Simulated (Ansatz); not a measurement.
# Preparing HfO2 (P2_1/c) as a host crystal, part 2 of 2

Aim: the runs on the perfect crystal HfO2 (P2_1/c) that a defect calculation needs first.

Ansatz 0.2.0; plane-wave PAW DFT, r2SCAN; relaxation of the host's cell and atoms; PAW set soft_1 (the session's first sound run).

So far. Step 3 (Dielectric tensors of the host): The principal values of the electronic dielectric tensor are 4.68, 5.06 and 5.09. The principal values of the static dielectric tensor are 15.30, 19.46 and 21.76.

**4. Defect free supercell relaxed in its symmetry**

This cell, the one that will hold the defects, is built from the relaxed host. Its coarser k-points can move the atoms a little, so it is relaxed from the symmetric sites, as the reference for the test of stability.

This step: plane-wave PAW DFT, r2SCAN; relaxation of the defect-free supercell in its symmetry; PAW set soft_1 (Ansatz 0.2.0).

System of this step: HfO2 (P2_1/c). The cell holds 96 atoms: 32 Hf and 64 O. Its edges and angles: a = 10.229 Å, b = 10.363 Å, c = 10.593 Å, α = 90.0°, β = 99.5°, γ = 90.0°.

pristine.symmetric/input.yaml reads:

```yaml
crystal:
  lattice:
    - [10.2294504898, 0.0, 0.0087819208]
    - [0.0, 10.3626286749, 0.0]
    - [-1.7504376039, 0.0, 10.4476751421]
  atoms:
    - { symbol: Hf, position: [0.1380886692, 0.2290864202, 0.3541307092] }
    - { symbol: Hf, position: [0.3619113308, 0.4790864202, 0.3958692908] }
    - { symbol: Hf, position: [0.3619113308, 0.2709135798, 0.1458692908] }
    - { symbol: Hf, position: [0.1380886692, 0.0209135798, 0.1041307092] }
    - { symbol: O, position: [0.2239984862, 0.3711857871, 0.4892109611] }
    - { symbol: O, position: [0.2760015138, 0.1211857871, 0.2607890389] }
    - { symbol: O, position: [0.2760015138, 0.1288142129, 0.0107890389] }
    - { symbol: O, position: [0.2239984862, 0.3788142129, 0.2392109611] }
    - { symbol: O, position: [0.0349713344, 0.1667376796, 0.1721316082] }
    - { symbol: O, position: [0.4650286656, 0.4167376796, 0.0778683918] }
    - { symbol: O, position: [0.4650286656, 0.3332623204, 0.3278683918] }
    - { symbol: O, position: [0.0349713344, 0.0832623204, 0.4221316082] }
    - { symbol: Hf, position: [0.1380886692, 0.2290864202, 0.8541307092] }
    - { symbol: Hf, position: [0.3619113308, 0.4790864202, 0.8958692908] }
    - { symbol: Hf, position: [0.3619113308, 0.2709135798, 0.6458692908] }
    - { symbol: Hf, position: [0.1380886692, 0.0209135798, 0.6041307092] }
    - { symbol: O, position: [0.2239984862, 0.3711857871, 0.9892109611] }
    - { symbol: O, position: [0.2760015138, 0.1211857871, 0.7607890389] }
    - { symbol: O, position: [0.2760015138, 0.1288142129, 0.5107890389] }
    - { symbol: O, position: [0.2239984862, 0.3788142129, 0.7392109611] }
    - { symbol: O, position: [0.0349713344, 0.1667376796, 0.6721316081] }
    - { symbol: O, position: [0.4650286656, 0.4167376796, 0.5778683919] }
    - { symbol: O, position: [0.4650286656, 0.3332623204, 0.8278683919] }
    - { symbol: O, position: [0.0349713344, 0.0832623204, 0.9221316082] }
    - { symbol: Hf, position: [0.1380886692, 0.7290864202, 0.3541307092] }
    - { symbol: Hf, position: [0.3619113308, 0.9790864202, 0.3958692908] }
    - { symbol: Hf, position: [0.3619113308, 0.7709135798, 0.1458692908] }
    - { symbol: Hf, position: [0.1380886692, 0.5209135798, 0.1041307092] }
    - { symbol: O, position: [0.2239984862, 0.8711857871, 0.4892109611] }
    - { symbol: O, position: [0.2760015138, 0.6211857871, 0.2607890389] }
[... 60 atom lines left out ...]
    - { symbol: O, position: [0.7760015138, 0.6288142129, 0.5107890389] }
    - { symbol: O, position: [0.7239984862, 0.8788142129, 0.7392109611] }
    - { symbol: O, position: [0.5349713344, 0.6667376796, 0.6721316081] }
    - { symbol: O, position: [0.9650286656, 0.9167376796, 0.5778683919] }
    - { symbol: O, position: [0.9650286656, 0.8332623204, 0.8278683919] }
    - { symbol: O, position: [0.5349713344, 0.5832623204, 0.9221316082] }
basis:
  ecutwfc: 500
  xc_grid: 2
hamiltonian:
  xc: r2scan
  pseudopotentials: { kind: paw, azcp: { folder: soft_1 } }
kpoints:
  mp_grid: { grid: [1, 1, 1] }
scf:
  occupations: { method: fermi_dirac, width: 0.01 }
  max_iter: 100
  lower_state_search: "off"
output:
  forces: true
relax:
  f_tol: 0.015
  max_steps: 60
  escape_saddle: false
checkpoint:
  write: "../pristine.symmetric.run"
  compress: false
  write_wavefunctions: false
  write_every: 100000
```

Run with:

```bash
$ ansatz run input.yaml --threads 32 --pin off --max-ram 131891MiB --backend cuda --events-out ev --progress --plain --runs-dir out
```

Numbers of over 12 decimals in the logs are rounded to 6 here.

The log of the run:

```text
[...]
device memory: the entry about to start is reckoned to put 5.0 GiB on a device that reports 182.5 GiB free
GPU FFT provider: cuFFT
GPU libraries: cuBLAS 13.8.1, cuFFT 12.4.0, cuSOLVER 12.3.2
GPU matrix products: emulated (plane waves: as basis.precision tells), large ones in fixed point in workspaces of 1.00 GiB
Crystal: 96 atoms, lattice volume = 1107.655 Å³
Basis set: ecut = 500 eV, 28081 PW (Γ), exchange–correlation on 150×160×160 points (8 copies of the dense FFT grid, shifted against one another)
Bands: 730, of which v1, the nominal top of the filled ones, is band 608 counted from 1 (607 counted from 0)
Symmetry: 32 space group operations
[...]
k-points: 1
[...]
GPU buffer pool allocated for 480000 grid points (all kernels)
GPU transforms: local potential: pruned to the plane-wave sphere, on 75×75×80; band sums: pruned to the plane-wave sphere, on 75×80×80
[...]
SCF iter   1: F=-540044.301247 eV  HF=-540078.109117 eV  |Δ(HF+E_count)|=         —  Δρ=8.88e-2  dr2=6.76e1  dr2_τ=5.20e0  Hψ=2195
[...]
SCF iter   3: F=-540065.360828 eV  HF=-540070.040970 eV  |Δ(HF+E_count)|=   4.96e-1  Δρ=2.25e-2  dr2=4.81e0  dr2_τ=5.22e-1  Hψ=1104
automatic band count: iteration 3 solves 705 bands in place of 730: the levels show a gap, and the empty bands left out lie too high to hold charge; the band table lists the bands solved (type scf.n_extra_bands for more)
SCF iter   4: F=-540068.796286 eV  HF=-540068.664134 eV  |Δ(HF+E_count)|=    1.38e0  Δρ=7.31e-3  dr2=4.29e-1  dr2_τ=2.91e-2  Hψ=1238
[...]
SCF iter  10: F=-540068.822313 eV  HF=-540068.822313 eV  |Δ(HF+E_count)|=   4.56e-6  Δρ=1.09e-5  dr2=1.10e-6  dr2_τ=1.75e-7  Hψ=2571
SCF 1 converged in 10 iterations: F = -540068.822313 eV  dr2 = 1.10e-6
[...]
relax step   1: F+E_penalty+E_count = -540068.82231293 eV  Δ(F+E_penalty+E_count) = +0.000e0 eV  max|allowed force component| = 9.155e-3 eV/Å  Δτ_max = 0.0000 Å  (10 SCF iters, dr2 threshold 5.63e-6 eV, accepted)
[...]
SCF iter   4: F=-540068.822313 eV  HF=-540068.822313 eV  |Δ(HF+E_count)|=   3.43e-8  Δρ=8.22e-7  dr2=1.20e-8  dr2_τ=4.45e-10  Hψ=2488
SCF 2 converged in 4 iterations: F = -540068.822313 eV  dr2 = 1.20e-8
relax step   2: F+E_penalty+E_count = -540068.82231305 eV  Δ(F+E_penalty+E_count) = -1.262e-7 eV  max|allowed force component| = 9.189e-3 eV/Å  Δτ_max = 0.0000 Å  (4 SCF iters, accepted)
[...]
SCF iter   2: F=-540068.822313 eV  HF=-540068.822313 eV  |Δ(HF+E_count)|=   1.98e-9  Δρ=7.02e-7  dr2=7.14e-9  dr2_τ=3.03e-10  Hψ=1917
SCF 3 converged in 2 iterations: F = -540068.822313 eV  dr2 = 7.14e-9
SCF converged after 2 iterations
Free energy (F): -540068.822313 eV
[...]
Internal energy: -540068.822313 eV  (E = F + TS)
E sigma→0 (E₀):  -540068.822313 eV
Fermi energy:    14.893559 eV
[...]
--- Forces (eV/Å), atoms counted from 1 ---
  atom   1  Hf    -0.00621753    -0.00919331    -0.00422727
  atom   2  Hf     0.00621753    -0.00919331     0.00422727
  atom   3  Hf     0.00621753     0.00919331     0.00422727
  atom   4  Hf    -0.00621753     0.00919331    -0.00422727
  atom   5  O     -0.00678845    -0.00238227    -0.00369237
  atom   6  O      0.00678845    -0.00238227     0.00369237
  [... 90 more lines of this table ...]
  max |Σ_I F_I| component: 4.68e-17 eV/Å
--- Relaxed structure (2 steps of the walk, 2 accepted, 0 SCFs on fresh bases) ---
  F+E_penalty+E_count = -540068.82231305 eV   max|allowed force component| = 9.189e-3 eV/Å
  atoms:
    - { symbol: Hf, position: [0.138089, 0.229086, 0.354131] }
    - { symbol: Hf, position: [0.3619113308, 0.4790864202, 0.395869] }
    - { symbol: Hf, position: [0.361911, 0.2709135798, 0.145869] }
    - { symbol: Hf, position: [0.138089, 0.0209135798, 0.104131] }
    - { symbol: O, position: [0.223998, 0.3711857871, 0.489211] }
    - { symbol: O, position: [0.276002, 0.1211857871, 0.260789] }
  [... 90 more lines of this table ...]
```

Run time: 2.6 s. Hardware: 1 × NVIDIA GB200 with 32 threads of Arm Neoverse V2, shared host; peak memory 1.4 GiB.

No atom moved by 0.005 Å in the relaxation.

**5. Defect free supercell relaxed from displaced atoms**

This step: plane-wave PAW DFT, r2SCAN; relaxation of the defect-free supercell from random displacements, a test of the host's stability; PAW set soft_1 (Ansatz 0.2.0).

pristine.rattled/input.yaml, as its differences from pristine.symmetric/input.yaml of step 4:

```diff
@@ -59,6 +59,6 @@
   f_tol: 0.015
-  max_steps: 60
-  escape_saddle: false
+  max_steps: 120
+  random_displacement: { amplitude: 0.06, seed: 5946 }
 checkpoint:
-  write: "../pristine.symmetric.run"
+  write: "../pristine.rattled.run"
   compress: false
```

The log of the run:

```text
[...]
Crystal: 96 atoms, lattice volume = 1107.655 Å³
Basis set: ecut = 500 eV, 28081 PW (Γ), exchange–correlation on 150×160×160 points (8 copies of the dense FFT grid, shifted against one another)
Bands: 730, of which v1, the nominal top of the filled ones, is band 608 counted from 1 (607 counted from 0)
Symmetry: 1 space group operations
k-points: 1
[...]
SCF iter   1: F=-540041.363657 eV  HF=-540075.980071 eV  |Δ(HF+E_count)|=         —  Δρ=8.92e-2  dr2=6.86e1  dr2_τ=5.27e0  Hψ=2180
[...]
SCF iter   3: F=-540062.797866 eV  HF=-540067.543746 eV  |Δ(HF+E_count)|=   5.58e-1  Δρ=2.27e-2  dr2=4.88e0  dr2_τ=5.32e-1  Hψ=1104
[...]
SCF 1 converged in 11 iterations: F = -540066.314644 eV  dr2 = 8.05e-7
[...]
relax step   1: F+E_penalty+E_count = -540066.31464378 eV  Δ(F+E_penalty+E_count) = +0.000e0 eV  max|allowed force component| = 1.898e0 eV/Å  Δτ_max = 0.0000 Å  (11 SCF iters, dr2 threshold 5.63e-6 eV, accepted)
[...]
relax step   2: F+E_penalty+E_count = -540067.61059908 eV  Δ(F+E_penalty+E_count) = -1.296e0 eV  max|allowed force component| = 1.280e0 eV/Å  Δτ_max = 0.1400 Å  (7 SCF iters, dr2 threshold 1.00e-4 eV, accepted)
relax step   3: F+E_penalty+E_count = -540068.81983156 eV  Δ(F+E_penalty+E_count) = -1.209e0 eV  max|allowed force component| = 4.879e-2 eV/Å  Δτ_max = 0.0982 Å  (7 SCF iters, dr2 threshold 1.00e-4 eV, accepted)
relax step   4: F+E_penalty+E_count = -540068.81983623 eV  Δ(F+E_penalty+E_count) = -4.675e-6 eV  max|allowed force component| = 4.940e-2 eV/Å  Δτ_max = 0.0000 Å  (5 SCF iters, accepted)
[...]
SCF iter   2: F=-540068.816446 eV  HF=-540068.816637 eV  |Δ(HF+E_count)|=   5.67e-3  Δρ=3.64e-4  dr2=7.73e-4  dr2_τ=7.72e-5  Hψ=1412
[...]
SCF iter   8: F=-540068.822650 eV  HF=-540068.822650 eV  |Δ(HF+E_count)|=   1.76e-8  Δρ=9.81e-7  dr2=7.46e-9  dr2_τ=6.33e-10  Hψ=2307
SCF 5 converged in 8 iterations: F = -540068.822650 eV  dr2 = 7.46e-9
[...]
relax step   5: F+E_penalty+E_count = -540068.82264969 eV  Δ(F+E_penalty+E_count) = -2.813e-3 eV  max|allowed force component| = 3.431e-3 eV/Å  Δτ_max = 0.0085 Å  (8 SCF iters, accepted)
[...]
SCF iter   1: F=-540068.822650 eV  HF=-540068.822650 eV  |Δ(HF+E_count)|=         —  Δρ=9.81e-7  dr2=7.44e-9  dr2_τ=6.32e-10  Hψ=3111
[...]
SCF iter   2: F=-540068.822650 eV  HF=-540068.822650 eV  |Δ(HF+E_count)|=   3.03e-9  Δρ=6.11e-7  dr2=3.28e-9  dr2_τ=1.48e-10  Hψ=1454
SCF 6 converged in 2 iterations: F = -540068.822650 eV  dr2 = 3.28e-9
SCF converged after 2 iterations
Free energy (F): -540068.822650 eV
[...]
Internal energy: -540068.822650 eV  (E = F + TS)
E sigma→0 (E₀):  -540068.822650 eV
Fermi energy:    14.891215 eV
[...]
--- Forces (eV/Å), atoms counted from 1 ---
  atom   1  Hf    -0.00004756     0.00049107     0.00030422
  atom   2  Hf     0.00043092    -0.00160619     0.00104972
  atom   3  Hf    -0.00032130    -0.00023099     0.00003497
  atom   4  Hf     0.00108926     0.00297380     0.00035789
  atom   5  O     -0.00001549     0.00200379    -0.00023990
  atom   6  O      0.00120559     0.00044806     0.00031469
  [... 90 more lines of this table ...]
  max |Σ_I F_I| component: 2.76e-3 eV/Å
--- Relaxed structure (5 steps of the walk, 5 accepted, 0 SCFs on fresh bases) ---
  F+E_penalty+E_count = -540068.82264969 eV   max|allowed force component| = 3.431e-3 eV/Å
  atoms:
    - { symbol: Hf, position: [0.137757, 0.228894, 0.354200] }
    - { symbol: Hf, position: [0.361581, 0.478908, 0.395947] }
    - { symbol: Hf, position: [0.361585, 0.270919, 0.145952] }
    - { symbol: Hf, position: [0.137754, 0.020903, 0.104201] }
    - { symbol: O, position: [0.223591, 0.371073, 0.489231] }
    - { symbol: O, position: [0.275744, 0.121070, 0.260924] }
  [... 90 more lines of this table ...]
```

The job ended after 4.5 s (1 × NVIDIA GB200 with 32 threads; peak memory 1.4 GiB; 16 s of CPU time).

The steps of the relaxation:

```csv
step,energy less that of the first step (eV),largest force component (eV/Å)
1,0.0000,1.8982
2,-1.2960,1.2800
3,-2.5052,0.0488
4,-2.5052,0.0494
5,-2.5080,0.0034
```

The relaxation ends 26 meV an atom lower than the displaced start, with a largest force component of 0.0034 eV/Å.

**6. Host on a dense mesh**

This step: plane-wave PAW DFT, r2SCAN; single point of the defect-free host, a test of the k-point sampling; PAW set soft_1 (Ansatz 0.2.0).

System of this step: HfO2 (P2_1/c). Symmetry: P2_1/c, No. 14, monoclinic system. The conventional cell has a = 5.115 Å, b = 5.181 Å, c = 5.297 Å, α = 90.00°, β = 99.46°, γ = 90.00°. Hf has 7 O at 2.04 to 2.25 Å nearest. Nearest to O lie 4 Hf at 2.14 to 2.25 Å. Nearest to O lie 3 Hf at 2.04 to 2.14 Å. Farther neighbours and most contacts between anions are not listed.

dense/input.yaml reads:

```yaml
crystal:
  lattice:
    - [5.1147252449, 0.0, 0.0043909604]
    - [0.0, 5.1813143374, 0.0]
    - [-0.8752188019, 0.0, 5.2238375711]
  atoms:
    - { symbol: Hf, position: [0.2761773384, 0.4581728403, 0.7082614185] }
    - { symbol: Hf, position: [0.7238226616, 0.9581728403, 0.7917385815] }
    - { symbol: Hf, position: [0.7238226616, 0.5418271597, 0.2917385815] }
    - { symbol: Hf, position: [0.2761773384, 0.0418271597, 0.2082614185] }
    - { symbol: O, position: [0.4479969725, 0.7423715742, 0.9784219222] }
    - { symbol: O, position: [0.5520030275, 0.2423715742, 0.5215780778] }
    - { symbol: O, position: [0.5520030275, 0.2576284258, 0.0215780778] }
    - { symbol: O, position: [0.4479969725, 0.7576284258, 0.4784219222] }
    - { symbol: O, position: [0.0699426689, 0.3334753591, 0.3442632163] }
    - { symbol: O, position: [0.9300573311, 0.8334753591, 0.1557367837] }
    - { symbol: O, position: [0.9300573311, 0.6665246409, 0.6557367837] }
    - { symbol: O, position: [0.0699426689, 0.1665246409, 0.8442632163] }
basis:
  ecutwfc: 500
  xc_grid: 2
hamiltonian:
  xc: r2scan
  pseudopotentials: { kind: paw, azcp: { folder: soft_1 } }
kpoints:
  mp_grid: { grid: [6, 6, 6] }
scf:
  occupations: { method: fermi_dirac, width: 0.01 }
  max_iter: 100
  lower_state_search: "off"
checkpoint:
  write: "../dense.run"
  compress: false
  write_wavefunctions: false
  write_every: 100000
```

The log of the run:

```text
[...]
GPU FFT provider: cuFFT
GPU libraries: cuBLAS 13.8.1, cuFFT 12.4.0, cuSOLVER 12.3.2
[...]
Crystal: 12 atoms, lattice volume = 138.457 Å³
Basis set: ecut = 500 eV, 3535 PW (Γ), exchange–correlation on 80×80×80 points (8 copies of the dense FFT grid, shifted against one another)
Bands: 88, of which v1, the nominal top of the filled ones, is band 76 counted from 1 (75 counted from 0)
Symmetry: 4 space group operations
[...]
k-points: 80 of 216
[...]
GPU buffer pool allocated for 64000 grid points (all kernels)
GPU transforms: local potential and band sums: pruned to the plane-wave sphere, on 40×40×40
[...]
SCF iter   1: F=-67505.564801 eV  HF=-67509.801358 eV  |Δ(HF+E_count)|=         —  Δρ=8.88e-2  dr2=8.44e0  dr2_τ=6.45e-1  Hψ=22226
[...]
SCF iter  11: F=-67508.634752 eV  HF=-67508.634752 eV  |Δ(HF+E_count)|=   7.72e-8  Δρ=2.43e-6  dr2=7.70e-9  dr2_τ=2.64e-10  Hψ=14583
SCF 1 converged in 11 iterations: F = -67508.634752 eV  dr2 = 7.70e-9
[...]
SCF converged after 11 iterations
Free energy (F): -67508.634752 eV
[...]
Internal energy: -67508.634752 eV  (E = F + TS)
E sigma→0 (E₀):  -67508.634752 eV
Fermi energy:    14.892710 eV
[...]
```

The job ended after 2.8 s (1 × NVIDIA GB200 with 32 threads; peak memory 1.2 GiB).

**7. Defect free supercell at the zone centre**

The supercell is run at the zone centre, to see how far that sampling misses the dense mesh.

System of this step: HfO2 (P2_1/c). The cell holds 96 atoms: 32 Hf and 64 O. Cell: a = 10.229 Å, b = 10.363 Å, c = 10.593 Å, α = 90.0°, β = 99.5°, γ = 90.0°.

pristine.sampling_gamma/input.yaml, as its differences from pristine.rattled/input.yaml of step 5:

```diff
@@ -55,10 +55,4 @@
   lower_state_search: "off"
-output:
-  forces: true
-relax:
-  f_tol: 0.015
-  max_steps: 120
-  random_displacement: { amplitude: 0.06, seed: 5946 }
 checkpoint:
-  write: "../pristine.rattled.run"
+  write: "../pristine.sampling_gamma.run"
   compress: false
```

The log of the run:

```text
[...]
GPU FFT provider: cuFFT
GPU libraries: cuBLAS 13.8.1, cuFFT 12.4.0, cuSOLVER 12.3.2
[...]
Crystal: 96 atoms, lattice volume = 1107.655 Å³
Basis set: ecut = 500 eV, 28081 PW (Γ), exchange–correlation on 150×160×160 points (8 copies of the dense FFT grid, shifted against one another)
Bands: 704, of which v1, the nominal top of the filled ones, is band 608 counted from 1 (607 counted from 0)
Symmetry: 32 space group operations
[...]
k-points: 1
[...]
GPU buffer pool allocated for 480000 grid points (all kernels)
[...]
SCF iter   1: F=-540044.265292 eV  HF=-540078.108269 eV  |Δ(HF+E_count)|=         —  Δρ=8.88e-2  dr2=6.77e1  dr2_τ=5.19e0  Hψ=2149
[...]
SCF iter  11: F=-540068.822313 eV  HF=-540068.822313 eV  |Δ(HF+E_count)|=   4.76e-7  Δρ=3.24e-6  dr2=8.57e-8  dr2_τ=1.23e-8  Hψ=1801
SCF 1 converged in 11 iterations: F = -540068.822313 eV  dr2 = 8.57e-8
[...]
SCF converged after 11 iterations
Free energy (F): -540068.822313 eV
[...]
Internal energy: -540068.822313 eV  (E = F + TS)
E sigma→0 (E₀):  -540068.822313 eV
Fermi energy:    14.893552 eV
[...]
```

Elapsed: 2 s, on 1 × NVIDIA GB200 with 32 threads; peak memory 1.4 GiB; 4.2 s of CPU time.

**8. Results**

| Property | Result |
| --- | --- |
| primitive cell vectors, lengths | 5.115, 5.181, 5.297 Å |
| electronic dielectric constant | principal values (4.68, 5.06, 5.09) |
| static dielectric constant | principal values (15.30, 19.46, 21.76) |
| gap on the k-mesh of the response run (PBEsol) | 4.04 eV |
| supercell relaxed in its symmetry less the displaced and relaxed one | 0.000 eV |
| energy an atom at the zone centre alone less that on the dense mesh | 0.003 eV |

What this shows: Step 5: The energy fell by 2.508 eV from the randomly displaced start; the atoms end within 0.005 Å of the sites as typed, once the mean shift is taken out. The displaced cell ends within 0.01 eV of the symmetric one relaxed in its symmetry, so no lower structure shows in this supercell. The k-mesh can miss the band edges, so this gap is an upper bound at this level. All at zero temperature.

[Logs are printed without paths, hosts, clocks, repeated set-up lines and the standing remarks that a program may print on its own settings, such as how far it seeks lower states.]

[Hosts, paths, dates, database ids (printed as entryN), source tags and the programs' standing remarks are cut or masked in the printed files.]

[Runs of the host that timed out are not shown.]

[For some hosts the program warned that the k-mesh of the response run may be too coarse for force constants and the static dielectric constant; such warnings are not always shown.]
